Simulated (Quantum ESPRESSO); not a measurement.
A run of Quantum ESPRESSO 7.5 is set up as follows.

Contents of pw.in:

```
&CONTROL
  calculation = 'vc-relax'
  prefix = 'pwscf'
  outdir = './tmp'
  pseudo_dir = './pseudo'
  tprnfor = .true.
  tstress = .true.
  disk_io = 'low'
  nstep = 40
  forc_conv_thr = 0.0004
  etot_conv_thr = 1d-05
/
&SYSTEM
  ibrav = 0
  A = 3.12728298
  nat = 2
  ntyp = 2
  ecutwfc = 64
  ecutrho = 515
  nbnd = 15
  occupations = 'smearing'
  smearing = 'fd'
  degauss = 0.00367493
/
&ELECTRONS
  conv_thr = 4d-10
  electron_maxstep = 120
  mixing_beta = 0.5
/
&IONS
  ion_dynamics = 'bfgs'
/
&CELL
  cell_dynamics = 'bfgs'
  press = 20
  press_conv_thr = 0.3
/
ATOMIC_SPECIES
Ta   180.9479 ta_pbesol_v1.uspp.F.UPF
N     14.0070 n_pbesol_v1.2.uspp.F.UPF
CELL_PARAMETERS alat
   0.0000000000    0.7071067806    0.7071067806
   0.7071067806    0.0000000000    0.7071067806
   0.7071067806    0.7071067806    0.0000000000
ATOMIC_POSITIONS alat
Ta     0.7071067806    0.7071067806    0.7071067806
N      0.0000000000    0.0000000000    0.0000000000
K_POINTS automatic
10 10 10 0 0 0
```

Potentials or basis: GBRV 1.5 PBEsol.

Run with:

```bash
$ OMP_NUM_THREADS=1 mpirun -n 2 pw.x -nk 2 -in pw.in > pw.out
```

(1) What does it give for the relaxed volume?

(2) What does it give for the space group after relaxing (to 0.05 Å)?

## Answers

(1) 10.41 Å³/atom.

(2) Fm-3m (No. 225).
